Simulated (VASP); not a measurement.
# InP (Fm-3m) in VASP: notebook

One crystal, InP, is run at these levels: PBEsol; tasks: single point.

Everything below comes from runs of VASP 6.6.1. Logs are shortened: lines on timing, memory, paths and dates and some standing lists are left out, and cuts for length are marked.

### Step 1. The structure

It takes space group Fm-3m (No. 225, cubic). The conventional cell has a = 5.538 Å, b = 5.538 Å, c = 5.538 Å, α = 90.00°, β = 90.00°, γ = 90.00°. Around In (site symmetry m-3m) lie 6 P at 2.77 Å. P (site symmetry m-3m) has 6 In at 2.77 Å as nearest neighbours.

Measurements of this composition are mostly on another form, of space group No. 216.

### Step 2. Single point, PBEsol

INCAR reads:

```
SYSTEM = InP
PREC = Accurate ; ENCUT = 400
EDIFF = 1E-5 ; ISMEAR = 0
SIGMA = 0.05 ; LREAL = .FALSE.
LASPH = .TRUE. ; NELM = 100
ALGO = Normal ; ISIF = 2
LWAVE = .FALSE. ; LCHARG = .FALSE.
GGA = PS ; ADDGRID = .FALSE.
```

KPOINTS reads:

```
regular mesh
0
G
  5 5 5
  0 0 0
```

POSCAR reads:

```
InP
1.0
    0.0000000000      2.7688340000      2.7688340000
    2.7688340000      0.0000000000      2.7688340000
    2.7688340000      2.7688340000      0.0000000000
In P
1 1
Direct
    0.0000000000      0.0000000000      0.0000000000
    0.5000000000      0.5000000000      0.5000000000
```

Potentials or basis: VASP PAW PBE potentials, release 64 (In_d, P).

Run with:

```bash
$ cat potpaw_PBE.64/In_d/POTCAR potpaw_PBE.64/P/POTCAR > POTCAR
$ mpirun -np 1 vasp_std > vasp.out
```

OUTCAR:

```text
SYSTEM = InP
   PREC = Accurate
   ENCUT = 400
   EDIFF = 1E-5
   ISMEAR = 0
   LREAL = .FALSE.
   LASPH = .TRUE.
   NELM = 100
   ISIF = 2
   GGA = PS

 Found     10 irreducible k-points:

 Following reciprocal coordinates:
            Coordinates               Weight
  0.000000  0.000000  0.000000      1.000000
  0.200000  0.000000  0.000000      8.000000
  0.400000  0.000000  0.000000      8.000000
  0.200000  0.200000  0.000000      6.000000
  0.400000  0.200000  0.000000     24.000000
 -0.400000  0.200000  0.000000     24.000000
   k-points           NKPTS =     10   k-points in BZ     NKDIM =     10   number of bands    NBANDS=     13
   number of dos      NEDOS =    301   number of ions     NIONS =      2
   total plane-waves  NPLWV =  21952
   dimension x,y,z NGX =    28 NGY =   28 NGZ =   28
   dimension x,y,z NGXF=    56 NGYF=   56 NGZF=   56
   ions per type =               1   1
   NGX,Y,Z   is equivalent  to a cutoff of  11.89, 11.89, 11.89 a.u.
   NGXF,Y,Z  is equivalent  to a cutoff of  23.78, 23.78, 23.78 a.u.
 SYSTEM =  InP
   PREC   = accura    normal or accurate (medium, high low for compatibility)
   ISTART =      0    job   : 0-new  1-cont  2-samecut
   ICHARG =      2    charge: 1-file 2-atom 10-const
   ISPIN  =      1    spin polarized calculation?
   LNONCOLLINEAR =      F non collinear calculations
   LSORBIT =      F    spin-orbit coupling
   LASPH  =      T    aspherical Exc in radial PAW
   ENCUT  =  400.0 eV  29.40 Ry    5.42 a.u.   6.39  6.39  6.39*2*pi/ulx,y,z
   NELM   =    100;   NELMIN=  2; NELMDL= -5     # of ELM steps
   EDIFF  = 0.1E-04   stopping-criterion for ELM
   LREAL  =      F    real-space projection
   EDIFFG = 0.1E-03   stopping-criterion for IOM
   NSW    =      0    number of steps for IOM
   IBRION =     -1    ionic relax: 0-MD 1-quasi-New 2-CG
   NFREE  =      0    steps in history (QN), initial steepest desc. (CG)
   ISIF   =      2    stress and relaxation
   ISYM   =      2    0-nonsym 1-usesym 2-fastsym
   POTIM  = 0.5000    time-step for ionic-motion
   TEBEG  =    0.0;   TEEND  =   0.0 temperature during run
   PSTRESS=    0.0 pullay stress
   NELECT =      18.0000    total number of electrons
   NUPDOWN=      -1.0000    fix difference up-down
   EMIN   =  10.00;   EMAX   =-10.00  energy-range for DOS
   EFERMI =   0.00;   METHOD = LEGACY
   ISMEAR =     0;   SIGMA  =   0.05  broadening in eV -4-tet -1-fermi 0-gaus
   EFERMI_NEDOS =   21; number of points for ismear=-14 and -15
   IALGO  =     38    algorithm
   IMIX   =      4    mixing-type and parameters
     AMIX     =   0.40;   BMIX     =  1.00
     AMIX_MAG =   1.60;   BMIX_MAG =  1.00
  volume/ion in A,a.u.               =      21.23       143.25
  Fermi-wavevector in a.u.,A,eV,Ry     =   1.229869  2.324115 20.579860  1.512577
  Thomas-Fermi vector in A             =   2.364739
   LORBIT       =      0    0 simple, 1 ext, 2 COOP (PROOUT), +10 PAW based schemes
   GGA     = PS    functional components
   LHFCALC =     F    Hartree Fock is set to
   AEXX    =    0.0000 exact exchange contribution
   IVDW    =     0    specifies the selected vdW correction
   LEPSILON=     F    determine dielectric tensor
   LRPA    =     F    only Hartree local field effects (RPA)
 non-spin polarized calculation
 Gauss-broadening in eV      SIGMA  =   0.05
  energy-cutoff  :      400.00
  volume of cell :       42.45
 maximum number of plane-waves:       785
 NGX is ok and might be reduce to    28
   NGX = 13   NGY = 13   NGZ = 13

 number of electron      17.9999990 magnetization

 Free energy of the ion-electron system (eV)
  ---------------------------------------------------
  ext. energy  EPLUGINS =         0.00000000
  ---------------------------------------------------
  free energy    TOTEN  =        -8.75503216 eV

  energy without entropy =       -8.75160007  energy(sigma->0) =       -8.75331612

 E-fermi :   7.0377     XC(G=0): -10.5494

 val. band max:        7.0264504996   @ k =   0.4000   0.0000   0.0000
 cond. band min:       7.2328245361   @ k =  -0.2000   0.2000   0.0000
 fundamental gap:      0.2063740365
 Fermi energy:         7.0377160924

 k-point     1 :       0.0000    0.0000    0.0000
  band No.  band energies     occupation
      1      -7.2105      2.00000
      2      -7.2105      2.00000
      3      -7.1894      2.00000
      4      -7.1894      2.00000
      5      -7.1894      2.00000
      6      -5.0933      2.00000
      7       6.6657      2.00000
      8       6.6657      2.00000
      9       6.6657      2.00000
     10       7.4062      0.00000
     11      13.9932      0.00000
     12      13.9932      0.00000
     13      13.9932      0.00000

 k-point     2 :       0.2000    0.0000    0.0000
  band No.  band energies     occupation
      1      -7.2307      2.00000
      2      -7.2307      2.00000
      3      -7.1916      2.00000
      4      -7.1622      2.00000
      5      -7.1622      2.00000
      6      -4.5990      2.00000
      7       3.6960      2.00000
      8       6.7548      2.00000
      9       6.7548      2.00000
     10       9.4539      0.00000
     11      12.4793      0.00000
     12      12.5271      0.00000
     13      12.5271      0.00000

 k-point     3 :       0.4000    0.0000    0.0000
  band No.  band energies     occupation
      1      -7.2671      2.00000
      2      -7.2671      2.00000
      3      -7.1998      2.00000
      4      -7.1137      2.00000
      5      -7.1137      2.00000
      6      -3.3533      2.00000
      7       0.8257      2.00000
      8       7.0265      1.25000
      9       7.0265      1.25000
     10       9.4328      0.00000
     11      10.5764      0.00000
     12      10.5764      0.00000
     13      12.1245      0.00000

 k-point     4 :       0.2000    0.2000    0.0000
  band No.  band energies     occupation
      1      -7.2911      2.00000
      2      -7.2089      2.00000
      3      -7.1939      2.00000
      4      -7.1519      2.00000
      5      -7.1519      2.00000
      6      -4.3962      2.00000
      7       4.2298      2.00000
      8       5.8383      2.00000
      9       5.8383      2.00000
     10       9.1339      0.00000
     11      11.8793      0.00000
     12      12.1328      0.00000
     13      14.2383      0.00000

 k-point     5 :       0.4000    0.2000    0.0000
  band No.  band energies     occupation
      1      -7.3567      2.00000
      2      -7.2141      2.00000
      3      -7.2058      2.00000
      4      -7.1294      2.00000
      5      -7.1063      2.00000
      6      -3.3011      2.00000
      7       1.9848      2.00000
      8       5.4221      2.00000
      9       5.6241      2.00000
     10       7.8319      0.00000
     11      11.8179      0.00000
     12      13.2028      0.00000
     13      13.2319      0.00000

 k-point     6 :      -0.4000    0.2000    0.0000
  band No.  band energies     occupation
      1      -7.3410      2.00000
      2      -7.2466      2.00000
      3      -7.1789      2.00000
      4      -7.1342      2.00000
      5      -7.1060      2.00000
      6      -2.5944      2.00000
      7       0.7781      2.00000
      8       4.4598      2.00000
      9       6.3111      2.00000
     10       8.5022      0.00000
     11      11.6558      0.00000
     12      11.6860      0.00000
     13      14.3199      0.00000

 [... further k-points ...]

------------------------ aborting loop because EDIFF is reached ----------------------------------------

  FORCE on cell =-STRESS in cart. coord.  units (eV):
  Direction    XX          YY          ZZ          XY          YZ          ZX
  --------------------------------------------------------------------------------------
  -------------------------------------------------------------------------------------
  Total       -0.7820505     -0.7820505     -0.7820505     -0.0000000     -0.0000000      0.0000000
  in kB      -29.5137660    -29.5137660    -29.5137660     -0.0000000     -0.0000000      0.0000000
  external PRESSURE =     -29.5137660 kB  Pullay stress =       0.0000000 kB

 VOLUME and BASIS-vectors are now :
 -----------------------------------------------------------------------------
  energy-cutoff  :      400.00
  volume of cell :       42.45
      direct lattice vectors                 reciprocal lattice vectors
     0.000000000  2.768834000  2.768834000    -0.180581429  0.180581429  0.180581429
     2.768834000  0.000000000  2.768834000     0.180581429 -0.180581429  0.180581429
     2.768834000  2.768834000  0.000000000     0.180581429  0.180581429 -0.180581429

 POSITION                                       TOTAL-FORCE (eV/Angst)
 -----------------------------------------------------------------------------------
      0.00000      0.00000      0.00000         0.000000     -0.000000      0.000000
      2.76883      2.76883      2.76883        -0.000000      0.000000     -0.000000
 -----------------------------------------------------------------------------------
    total drift:                               -0.000000      0.000000      0.000000

  FREE ENERGIE OF THE ION-ELECTRON SYSTEM (eV)
  ---------------------------------------------------
  free  energy   TOTEN  =        -8.7550321579 eV

  energy  without entropy=       -8.7516000737  energy(sigma->0) =       -8.75331612
```

Wall time 5.6 s (1 thread of Intel Xeon Platinum 8488C (Sapphire Rapids), shared host); peak memory 0.14 GiB.

These settings aren't checked as converged: the numbers below hold their error.

Results:

```yaml
Free_energy: -8.7550 eV
Pressure: -3.0 GPa
Band_gap_on_the_k_mesh: none (metal or under the smearing width)
```

Caveat: the k mesh is coarse (spacing up to 0.39 Å⁻¹), so the values aren't converged; the PAW data sets were made with another functional, which shifts forces and pressure a little.

### Step 3. Single point, PBEsol

INCAR reads:

```
SYSTEM = InP
PREC = Accurate ; ENCUT = 400
EDIFF = 1E-6 ; ISMEAR = 0
SIGMA = 0.05 ; LREAL = .FALSE.
LASPH = .TRUE. ; NELM = 100
ALGO = Normal ; ISIF = 2
LWAVE = .FALSE. ; LCHARG = .FALSE.
GGA = PS ; ADDGRID = .TRUE.
```

KPOINTS is that of step 2.

POSCAR is that of step 2.

Potentials or basis: VASP PAW PBE potentials, release 64 (In_d, P).

Run with:

```bash
$ cat potpaw_PBE.64/In_d/POTCAR potpaw_PBE.64/P/POTCAR > POTCAR
$ mpirun -np 1 vasp_std > vasp.out
```

It took 14 s on 1 thread of Intel Xeon Platinum 8488C (Sapphire Rapids), shared host; peak memory 0.22 GiB.

These settings aren't checked as converged: the numbers below hold their error.

What came out:

```yaml
Free_energy: -8.7550 eV
Pressure: -3.2 GPa
Band_gap_on_the_k_mesh: none (metal or under the smearing width)
```

Caveat: the k mesh is coarse (spacing up to 0.39 Å⁻¹), so the values aren't converged; the PAW data sets were made with another functional, which shifts forces and pressure a little.

### Step 4. The reference run

An earlier run on the cell as given: functional PBE; potentials or basis VASP PAW PBE potentials, release 64 (In_d, P); cutoff 520 eV; k mesh 8 × 8 × 8; occupations fermi-dirac, width 0.05 eV; no spin polarisation.

- Pressure: -0.1 GPa
- Band gap on the k mesh: none (metal or under the smearing width)
